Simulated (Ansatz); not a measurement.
**Li(100) slab, 3 layers: relaxing the cell for a phonon run**

Aim: bring Li(100) slab, 3 layers to small forces and stress, as phonons need.

Calculated with Ansatz 0.2.0; DFT PBE, scalar-relativistic, plane waves, PAW.

**1. Starting point**

The cell holds 3 atoms: 3 Li. Cell: a = 3.490 Å, b = 3.490 Å, c = 16.490 Å, α = 90.0°, β = 90.0°, γ = 90.0°. Vacuum lies along c.

**2. A coarse first look**

First a cheap look: the gap decides the mesh and the occupations, the pressure tells how far the cell has to move.

The program solves this slab on a cell height of its own, 30.8 Å, in place of the one typed.

input.yaml

```yaml
crystal:
  lattice:
    - [3.49, 0.0, 0.0]
    - [0.0, 3.49, 0.0]
    - [0.0, 0.0, 16.49]
  atoms:
    - { symbol: Li, position: [0.0, 0.0, 0.394178] }
    - { symbol: Li, position: [0.5, 0.5, 0.5] }
    - { symbol: Li, position: [0.0, 0.0, 0.605822] }
  periodic: [true, true, false]
kpoints:
  mp_grid: { grid: [6, 6, 1] }
hamiltonian:
  xc: pbe
scf:
  occupations: { method: gaussian, width: 0.1 }
output:
  forces: true
  stress: true
  eigenvalues: true
```

On the command line:

```console
$ ansatz run input.yaml --threads 8 --pin off --max-ram 14336MiB --backend cpu --events-out ev --progress --plain --runs-dir out
```

Numbers of over 12 decimals in the logs are rounded to 6 here.

Output:

```text
[...]
k-point 1: bands = ["-50.2317", "-50.2310", "-49.4516", "-5.6331", "-4.0670", "-2.3799", "-0.7505 (-0.7507°)", "0.2245", "0.5881"]
  k-point 2: bands = ["-50.2311", "-50.2305", "-49.4510", "-4.8513", "-3.2979", "-2.0325", "-0.9023", "-0.1245", "0.9556"]
  k-point 9: bands = ["-50.2296", "-50.2290", "-49.4495", "-2.0209", "-2.0209", "0.0197", "0.0197", "0.1221", "0.8631"]
  ° read free of the cell's end (the report's vacuum.weakly_bound_levels)
[key lines of the parts left out:]
SCF converged after 6 iterations
Free energy (F): -613.361081 eV
Fermi energy:    -3.007513 eV
P = ½ c Tr σ = -1.0464 N/m
```

It took 0.48 s on 8 threads of Intel Xeon Platinum 8488C (Sapphire Rapids), shared host; peak memory 0.6 GiB; 2.5 s of CPU time.

This step gave:

```
gap on the k-mesh : 0 eV
area per atom     : 4.06 Å²
```

The coarse mesh shows no gap.

**3. Bringing the structure to rest**

Harmonic phonons are second derivatives at a point where the forces vanish, and they are wanted at zero stress, so atoms and cell are relaxed first.

The program solves this slab on a cell height of its own, 30.8 Å, in place of the one typed.

Changes to input.yaml since step 2:

```diff
@@ -11,3 +11,3 @@
 kpoints:
-  mp_grid: { grid: [6, 6, 1] }
+  mp_grid: { grid: [10, 10, 1] }
 hamiltonian:
@@ -20 +20,6 @@
   eigenvalues: true
+relax:
+  adjacent_minimum: "off"
+  f_tol: 0.005
+  max_steps: 80
+  cell: { stress_2d_tol: 0.02 }
```

Output:

```text
[...]
Crystal: 3 atoms, lattice volume = 374.904 Å³
Basis set: ecut = 420 eV, 7259 PW (Γ), exchange–correlation on 48×48×432 points (8 copies of the dense FFT grid, shifted against one another)
Bands: 9, of which v1, the nominal top of the filled ones, is band 5 counted from 1 (4 counted from 0)
Symmetry: 16 space group operations
[...]
k-points: 21 of 100
[...]
SCF iter   1: F=—  HF=-613.365551 eV  |F-HF|=—  |Δ(HF+E_count)|=         —  Δρ=4.94e-4  dr2=7.33e-3  ethr=1.77e-3  ⟨swp⟩=8.6  Hψ=1801  notcnv=0
[...]
SCF iter   8: F=-613.364833 eV  HF=-613.364833 eV  |F-HF|=1.67e-11  |Δ(HF+E_count)|=  2.58e-10  Δρ=1.53e-8  dr2=3.76e-12  ethr=1.00e-12  ⟨swp⟩=1.0  Hψ=469  notcnv=0
SCF 1 converged in 8 iterations: F = -613.364833 eV  dr2 = 3.76e-12
[...]
relax step   1: F+E_penalty+E_count = -613.36483254 eV  Δ(F+E_penalty+E_count) = +0.000e0 eV  max|allowed force component| = 1.266e-2 eV/Å  Δτ_max = 0.0000 Å  P = -1.068 N/m  Ω = 374.904 Å³  fix = [c, alpha, beta]  reactions: c +0.000 N/m  (8 SCF iters, dr2 threshold 1.00e-7 eV, accepted)
Crystal: 3 atoms, lattice volume = 365.365 Å³
Basis set: ecut = 420 eV, 7099 PW (Γ), exchange–correlation on 48×48×432 points (8 copies of the dense FFT grid, shifted against one another)
[...]
iter 1 solved again at ethr=1.55e-5 eV; its pass at ethr=3.10e-3 eV (dr2=1.39e-3 eV) is discarded
[...]
SCF iter   5: F=-613.384389 eV  HF=-613.384389 eV  |F-HF|=5.92e-9  |Δ(HF+E_count)|=   1.63e-7  Δρ=4.92e-7  dr2=1.46e-9  ethr=7.73e-10  ⟨swp⟩=2.6  Hψ=693  notcnv=0
SCF 2 converged in 5 iterations: F = -613.384389 eV  dr2 = 1.46e-9
relax step   2: F+E_penalty+E_count = -613.38438895 eV  Δ(F+E_penalty+E_count) = -1.956e-2 eV  max|allowed force component| = 8.840e-3 eV/Å  Δτ_max = 0.0082 Å  P = -0.955 N/m  Ω = 365.365 Å³  energy of the carried Pulay correction = +1.114e-5 eV  fix = [c, alpha, beta]  reactions: c +0.000 N/m  (5 SCF iters, dr2 threshold 3.00e-7 eV, accepted)
Crystal: 3 atoms, lattice volume = 330.303 Å³
Basis set: ecut = 420 eV, 6503 PW (Γ), exchange–correlation on 48×48×432 points (8 copies of the dense FFT grid, shifted against one another)
[...]
SCF iter   7: F=-613.451896 eV  HF=-613.451896 eV  |F-HF|=1.67e-9  |Δ(HF+E_count)|=   3.63e-8  Δρ=3.72e-7  dr2=2.04e-9  ethr=2.11e-10  ⟨swp⟩=2.4  Hψ=633  notcnv=0
SCF 3 converged in 7 iterations: F = -613.451896 eV  dr2 = 2.04e-9
relax step   3: F+E_penalty+E_count = -613.45189581 eV  Δ(F+E_penalty+E_count) = -6.751e-2 eV  max|allowed force component| = 8.383e-3 eV/Å  Δτ_max = 0.1651 Å  P = -0.817 N/m  Ω = 330.303 Å³  energy of the carried Pulay correction = +5.469e-5 eV  fix = [c, alpha, beta]  reactions: c +0.000 N/m  (7 SCF iters, dr2 threshold 3.00e-7 eV, accepted)
[...]
relax step   4: F+E_penalty+E_count = -613.50135361 eV  Δ(F+E_penalty+E_count) = -4.946e-2 eV  max|allowed force component| = 2.940e-2 eV/Å  Δτ_max = 0.1307 Å  P = -0.418 N/m  Ω = 296.825 Å³  energy of the carried Pulay correction = +1.005e-4 eV  fix = [c, alpha, beta]  reactions: c +0.000 N/m  (6 SCF iters, dr2 threshold 3.00e-7 eV, accepted)
[...]
relax step   5: F+E_penalty+E_count = -613.50854863 eV  Δ(F+E_penalty+E_count) = -7.195e-3 eV  max|allowed force component| = 4.100e-2 eV/Å  Δτ_max = 0.1948 Å  P = +0.161 N/m  Ω = 268.708 Å³  energy of the carried Pulay correction = +1.427e-4 eV  fix = [c, alpha, beta]  reactions: c +0.000 N/m  (7 SCF iters, dr2 threshold 2.40e-7 eV, accepted)
[...]
relax step   6: F+E_penalty+E_count = -613.51285419 eV  Δ(F+E_penalty+E_count) = -4.306e-3 eV  max|allowed force component| = 9.471e-3 eV/Å  Δτ_max = 0.0600 Å  P = +0.098 N/m  Ω = 273.199 Å³  energy of the carried Pulay correction = +1.357e-4 eV  fix = [c, alpha, beta]  reactions: c +0.000 N/m  (6 SCF iters, dr2 threshold 1.05e-7 eV, accepted)
[...]
relax step   7: F+E_penalty+E_count = -613.51342383 eV  Δ(F+E_penalty+E_count) = -5.696e-4 eV  max|allowed force component| = 1.572e-4 eV/Å  Δτ_max = 0.0248 Å  P = -0.003 N/m  Ω = 277.001 Å³  energy of the carried Pulay correction = +1.299e-4 eV  fix = [c, alpha, beta]  reactions: c +0.000 N/m  (7 SCF iters, dr2 threshold 1.32e-8 eV, accepted)
[...]
SCF iter   1: F=—  HF=-613.513214 eV  |F-HF|=—  |Δ(HF+E_count)|=         —  Δρ=1.07e-5  dr2=2.97e-8  ethr=1.32e-6  ⟨swp⟩=3.5  Hψ=2259  notcnv=0
eigensolver tolerance schedule: the retry pair's looser diagonalisation over-reported the residual by 3988.48 of it (diagonalisation noise at an unbounded share of the residual, at the tolerance the schedule requests for it); recorded, not acted on — ethr = c·dr2/N_el stays at c = 1.0e-1
[...]
SCF iter   2: F=—  HF=-613.513203 eV  |F-HF|=—  |Δ(HF+E_count)|=   1.13e-5  Δρ=6.63e-7  dr2=8.81e-10  ethr=3.30e-10  ⟨swp⟩=2.7  Hψ=312  notcnv=0
[...]
SCF iter   5: F=-613.513203 eV  HF=-613.513203 eV  |F-HF|=8.30e-12  |Δ(HF+E_count)|=  6.65e-11  Δρ=9.68e-9  dr2=7.09e-13  ethr=1.00e-12  ⟨swp⟩=7.5  Hψ=911  notcnv=0
the search or the solves at the SCF's close seem to have found levels that the self-consistency loop had missed (the run counts 1). By its estimate they hold under 1e-12 electrons; where the run keeps them, the occupations were computed again with them
SCF 8 converged in 5 iterations: F = -613.513203 eV  dr2 = 7.09e-13
relax step   8: F+E_penalty+E_count = -613.51320254 eV  Δ(F+E_penalty+E_count) = +2.213e-4 eV  max|allowed force component| = 1.911e-4 eV/Å  Δτ_max = 0.0000 Å  P = -0.002 N/m  Ω = 277.001 Å³  fix = [c, alpha, beta]  reactions: c +0.000 N/m  stress off target by 2.39e-3 N/m on what of the cell is left free  SCF on the basis re-selected at this cell (its energy is not comparable with the rows above)  (5 SCF iters)
basis re-selected at this cell: Δ(F+E_penalty+E_count) = +2.213e-4 eV, ΔP = +0.001 N/m vs the last step (what re-selecting the basis moved, of the pressure what is left beyond the Pulay correction that the steps carried, after the strain that the cell walked since its last selection, with what the two solves' SCF thresholds leave and, on support functions, any second-order correction that the steps lacked; it is no m [...]
SCF converged after 5 iterations
Free energy (F): -613.513203 eV
[...]
Internal energy: -613.504198 eV  (E = F + TS)
E sigma→0 (E₀):  -613.508701 eV
Entropy (-TS):   -0.009004 eV (-3.001 meV/atom)
Fermi energy:    -3.233142 eV
[...]
--- Forces (eV/Å), atoms counted from 1 ---
  atom   1  Li     0.00000000     0.00000000    -0.00019111
  atom   2  Li     0.00000000     0.00000000     0.00000000
  atom   3  Li     0.00000000     0.00000000     0.00019111
  max |Σ_I F_I| component: 4.07e-28 eV/Å
--- 2D stress c σ (N/m, compression-positive) ---
       -0.002394       0.000000       0.000000
        0.000000      -0.002394       0.000000
        0.000000       0.000000       0.000000
  P = ½ c Tr σ = -0.0024 N/m
--- Band table (eV; the first three rows and the last of 21) ---
[...]
--- Relaxed structure (7 steps of the walk, 7 accepted, 1 SCFs on fresh bases) ---
  F+E_penalty+E_count = -613.51320254 eV   max|allowed force component| = 1.911e-4 eV/Å   (the final SCF, on the basis selected at the relaxed cell)
  cell:  # Å, volume = 277.0013 Å³
    - [2.999898, 0, 0.0]
    - [0, 2.999898, 0.0]
    - [0.0, 0.0, 30.78001912]
  atoms:
    - { symbol: Li, position: [0, 0, 0.197726] }
    - { symbol: Li, position: [0.5, 0.5, 0.267869] }
    - { symbol: Li, position: [0, 0, 0.338011] }
```

Wall time 5.2 s (8 threads); peak memory 0.75 GiB.

The steps of the relaxation:

```
step  energy less that of the first step (eV)  largest force component (eV/Å)  volume (Å³)
   1                                   0.0000                          0.0127       374.90
   2                                  -0.0196                          0.0088       365.37
   3                                  -0.0871                          0.0084       330.30
   4                                  -0.1365                          0.0294       296.82
   5                                  -0.1437                          0.0410       268.71
   6                                  -0.1480                          0.0095       273.20
   7                                  -0.1486                          0.0002       277.00
  8*                                  -0.1484                          0.0002       277.00
```

Relaxation steps marked * repeat the geometry before them on a plane-wave basis chosen anew for their cell, so energy and pressure can jump there.

Forces are held to the 16 operations that the run works with; a distortion that breaks them can't arise in this run.

```
cell as run  before  after   change
      a (Å)   3.490  3.000  -14.0 %
      b (Å)   3.490  3.000  -14.0 %
```

The atoms that moved most (Å, along periodic axes as changes of fractional coordinates times the final cell, across vacuum about the mean position):

```
atom     dx     dy      dz  length
 Li1  0.000  0.000  -0.414   0.414
 Li3  0.000  0.000   0.414   0.414
```

Final coordinates:

```xyz
3
Lattice="2.9999 0.0000 0.0000 0.0000 2.9999 0.0000 0.0000 0.0000 30.7800" Properties=species:S:1:pos:R:3
Li    0.0000    0.0000    6.0860
Li    1.4999    1.4999    8.2450
Li    0.0000    0.0000   10.4040
```

This step gave:

```yaml
area_per_atom: 3 Å²
```

The relaxation ends with a largest force component of 1.9e-4 eV/Å.

**4. Tight relaxation**

Phonons need a cell at rest on their own settings, so the relaxation is repeated with tight tolerances on forces and stress, using the mesh and the filling of the phonon run that follows.

The program solves this slab on a cell height of its own, 32.4 Å, in place of the one typed.

input.yaml

```yaml
crystal:
  lattice:
    - [2.9998976899, 0.0, 0.0]
    - [0.0, 2.9998976899, 0.0]
    - [0.0, 0.0, 30.78001912]
  atoms:
    - { symbol: Li, position: [0.0, 0.0, 0.1977258086] }
    - { symbol: Li, position: [0.5, 0.5, 0.2678685795] }
    - { symbol: Li, position: [0.0, 0.0, 0.3380113505] }
  periodic: [true, true, false]
kpoints:
  mp_grid: { grid: [12, 12, 1] }
hamiltonian:
  xc: pbe
scf:
  occupations: { method: methfessel_paxton, width: 0.15 }
output:
  forces: true
  stress: true
  eigenvalues: true
  write_density: true
  write_potential: true
  elf: true
  volumetric_format: npy
relax:
  adjacent_minimum: "off"
  f_tol: 0.001
  max_steps: 60
  cell: { stress_2d_tol: 0.002 }
```

Output:

```text
[...]
Crystal: 3 atoms, lattice volume = 291.904 Å³
Basis set: ecut = 420 eV, 5557 PW (Γ), exchange–correlation on 48×48×450 points (8 copies of the dense FFT grid, shifted against one another)
Bands: 9, of which v1, the nominal top of the filled ones, is band 5 counted from 1 (4 counted from 0)
[... 1 set-up line as in the run before ...]
[...]
P = ½ c Tr σ = 0.0003 N/m
--- Band table (eV; the first three rows and the last of 28) ---
[...]
--- Relaxed structure (6 steps of the walk, 6 accepted, 1 SCFs on fresh bases) ---
[...]
cell:  # Å, volume = 287.0692 Å³
    - [2.974951, 0, 0.0]
    - [0, 2.974951, 0.0]
    - [0.0, 0.0, 32.435983]
  atoms:
    - { symbol: Li, position: [0, 0, 0.186451] }
    - { symbol: Li, position: [0.5, 0.5, 0.254193] }
    - { symbol: Li, position: [0, 0, 0.321935] }
[key lines of the parts left out:]
SCF converged after 8 iterations
Free energy (F): -613.513839 eV
Fermi energy:    -3.264908 eV
```

It took 4.7 s on 8 threads; peak memory 0.71 GiB.

Relaxation path:

```
step  energy less that of the first step (eV)  largest force component (eV/Å)  volume (Å³)
   1                                   0.0000                          0.0170       291.90
   2                                  -0.0007                          0.0019       290.99
   3                                  -0.0009                          0.0036       289.55
   4                                  -0.0012                          0.0025       287.26
   5                                  -0.0012                          0.0001       287.16
   6                                  -0.0012                          0.0000       287.07
  7*                                  -0.0012                          0.0000       287.07
```

Relaxation steps marked * repeat the geometry before them on a plane-wave basis chosen anew for their cell, so energy and pressure can jump there.

Forces are held to the 16 operations that the run works with; a distortion that breaks them can't arise in this run.

```
cell as run  before  after  change
      a (Å)   3.000  2.975  -0.8 %
      b (Å)   3.000  2.975  -0.8 %
```

The atoms that moved most (Å, along periodic axes as changes of fractional coordinates times the final cell, across vacuum about the mean position):

```
atom     dx     dy      dz  length
 Li3  0.000  0.000   0.038   0.038
 Li1  0.000  0.000  -0.038   0.038
```

Final coordinates:

```xyz
3
Lattice="2.9750 0.0000 0.0000 0.0000 2.9750 0.0000 0.0000 0.0000 32.4360" Properties=species:S:1:pos:R:3
Li    0.0000    0.0000    6.0477
Li    1.4875    1.4875    8.2450
Li    0.0000    0.0000   10.4423
```

This step gave:

* area per atom: 2.95 Å²

ELF in the ac plane at fractional y = 1.000, with atoms of Li within 0.2 Å of it. It is the smooth field of the valence electrons, not physical close to the nuclei.

Ten even steps from '0' (0.00 × 1e-1) to '9' (7.88 × 1e-1), each cell a mean:
```
000000000000000
000000000000000
000000000000000
000000000000000
000000000000000
000000000000000
000000000000000
000000000000000
000000000000000
000000000000000
000000000000000
000000000000000
000000000000000
000000000000000
111122222222111
321123677632112
775113688631157
777777766777777
445567777776554
996101588510169
111124566542111
000111111111100
000000000000000
000000000000000
```
Columns run along a (3.0 Å), rows up along c (32.4 Å). Atoms in or near the plane, at fractional coordinates: Li at (0.00, 0.19), Li at (0.00, 0.32).

Valence density in the ac plane at fractional y = 1.000, with atoms of Li within 0.2 Å of it. It is the smooth field of the valence electrons, not physical close to the nuclei.

Values in e/Å³, 24 rows by 15 columns, each cell a mean:
```
0.0 0.0 0.0 0.0 0.0 0.0 0.0 0.0 0.0 0.0 0.0 0.0 0.0 0.0 0.0
0.0 0.0 0.0 0.0 0.0 0.0 0.0 0.0 0.0 0.0 0.0 0.0 0.0 0.0 0.0
0.0 0.0 0.0 0.0 0.0 0.0 0.0 0.0 0.0 0.0 0.0 0.0 0.0 0.0 0.0
0.0 0.0 0.0 0.0 0.0 0.0 0.0 0.0 0.0 0.0 0.0 0.0 0.0 0.0 0.0
0.0 0.0 0.0 0.0 0.0 0.0 0.0 0.0 0.0 0.0 0.0 0.0 0.0 0.0 0.0
0.0 0.0 0.0 0.0 0.0 0.0 0.0 0.0 0.0 0.0 0.0 0.0 0.0 0.0 0.0
0.0 0.0 0.0 0.0 0.0 0.0 0.0 0.0 0.0 0.0 0.0 0.0 0.0 0.0 0.0
0.0 0.0 0.0 0.0 0.0 0.0 0.0 0.0 0.0 0.0 0.0 0.0 0.0 0.0 0.0
0.0 0.0 0.0 0.0 0.0 0.0 0.0 0.0 0.0 0.0 0.0 0.0 0.0 0.0 0.0
0.0 0.0 0.0 0.0 0.0 0.0 0.0 0.0 0.0 0.0 0.0 0.0 0.0 0.0 0.0
0.0 0.0 0.0 0.0 0.0 0.0 0.0 0.0 0.0 0.0 0.0 0.0 0.0 0.0 0.0
0.0 0.0 0.0 0.0 0.0 0.0 0.0 0.0 0.0 0.0 0.0 0.0 0.0 0.0 0.0
0.0 0.0 0.0 0.0 0.0 0.0 0.0 0.0 0.0 0.0 0.0 0.0 0.0 0.0 0.0
0.0 0.0 0.0 0.0 0.0 0.0 0.0 0.0 0.0 0.0 0.0 0.0 0.0 0.0 0.0
0.0 0.0 0.0 0.0 0.0 0.0 0.0 0.0 0.0 0.0 0.0 0.0 0.0 0.0 0.0
0.6 0.4 0.1 0.0 0.0 0.0 0.0 0.0 0.0 0.0 0.0 0.0 0.0 0.1 0.4
3.7 2.7 0.9 0.2 0.1 0.1 0.1 0.1 0.1 0.1 0.1 0.1 0.2 0.9 2.7
0.1 0.1 0.1 0.1 0.1 0.1 0.1 0.1 0.1 0.1 0.1 0.1 0.1 0.1 0.1
0.1 0.1 0.1 0.1 0.1 0.1 0.1 0.1 0.1 0.1 0.1 0.1 0.1 0.1 0.1
4.2 3.1 1.0 0.2 0.1 0.0 0.1 0.1 0.1 0.1 0.0 0.1 0.2 1.0 3.1
0.0 0.0 0.0 0.0 0.0 0.0 0.0 0.0 0.0 0.0 0.0 0.0 0.0 0.0 0.0
0.0 0.0 0.0 0.0 0.0 0.0 0.0 0.0 0.0 0.0 0.0 0.0 0.0 0.0 0.0
0.0 0.0 0.0 0.0 0.0 0.0 0.0 0.0 0.0 0.0 0.0 0.0 0.0 0.0 0.0
0.0 0.0 0.0 0.0 0.0 0.0 0.0 0.0 0.0 0.0 0.0 0.0 0.0 0.0 0.0
```
Columns run along a (3.0 Å), rows up along c (32.4 Å). Atoms in or near the plane, at fractional coordinates: Li at (0.00, 0.19), Li at (0.00, 0.32).

Electrostatic potential energy in the ac plane at fractional y = 1.000, with atoms of Li within 0.2 Å of it. With pseudopotentials it is smooth inside the atoms' cores, unlike the true potential.

Values in eV, 24 rows by 15 columns, each cell a mean:
```
  0   0   0   0   0   0   0   0   0   0   0   0   0   0   0
  0   0   0   0   0   0   0   0   0   0   0   0   0   0   0
  0   0   0   0   0   0   0   0   0   0   0   0   0   0   0
  0   0   0   0   0   0   0   0   0   0   0   0   0   0   0
  0   0   0   0   0   0   0   0   0   0   0   0   0   0   0
  0   0   0   0   0   0   0   0   0   0   0   0   0   0   0
  0   0   0   0   0   0   0   0   0   0   0   0   0   0   0
  0   0   0   0   0   0   0   0   0   0   0   0   0   0   0
  0   0   0   0   0   0   0   0   0   0   0   0   0   0   0
  0   0   0   0   0   0   0   0   0   0   0   0   0   0   0
  0   0   0   0   0   0   0   0   0   0   0   0   0   0   0
  0   0   0   0   0   0   0   0   0   0   0   0   0   0   0
  0   0   0   0   0   0   0   0   0   0   0   0   0   0   0
  0   0   0   0   0   0   0   0   0   0   0   0   0   0   0
 -1  -1   0   0   0   0   0   0   0   0   0   0   0   0  -1
 -8  -8  -7  -6  -4  -3  -2  -2  -2  -2  -3  -4  -6  -7  -8
-13 -12 -12 -10  -6  -4  -2  -2  -2  -2  -4  -6 -10 -12 -12
 -1  -1  -1  -1  -1  -1  -1  -2  -2  -1  -1  -1  -1  -1  -1
 -4  -3  -3  -2  -2  -2  -1  -1  -1  -1  -2  -2  -2  -3  -3
-15 -15 -15 -12  -7  -4  -3  -2  -2  -3  -4  -7 -12 -15 -15
 -3  -3  -3  -2  -2  -1  -1  -1  -1  -1  -1  -2  -2  -3  -3
  0   0   0   0   0   0   0   0   0   0   0   0   0   0   0
  0   0   0   0   0   0   0   0   0   0   0   0   0   0   0
  0   0   0   0   0   0   0   0   0   0   0   0   0   0   0
```
Columns run along a (3.0 Å; values clipped at the 3rd and 97th percentile), rows up along c (32.4 Å). Atoms in or near the plane, at fractional coordinates: Li at (0.00, 0.19), Li at (0.00, 0.32).

The largest force component left is 0.0015 meV/Å, within the tolerances set.

**5. What came out**

```json
{
  "space group after relaxation (within 0.01 Å)": "P4/mmm",
  "lattice constant a": "2.975 Å",
  "lattice constant b": "2.975 Å",
  "area per atom": "2.95 Å²"
}
```

What this shows: The largest force component left is 0.0015 meV/Å, within the tolerances set. The relaxation keeps the symmetry of its start, so it says nothing on stability against lower symmetry. The starting cell was built on a prototype and not taken from a measurement.

[Logs are printed without paths, hosts, clocks, repeated set-up lines and the standing remarks that a program may print on its own settings, such as how far it seeks lower states.]

[Hosts, paths, dates, database ids (printed as entryN), source tags and the programs' standing remarks are cut or masked in the printed files.]
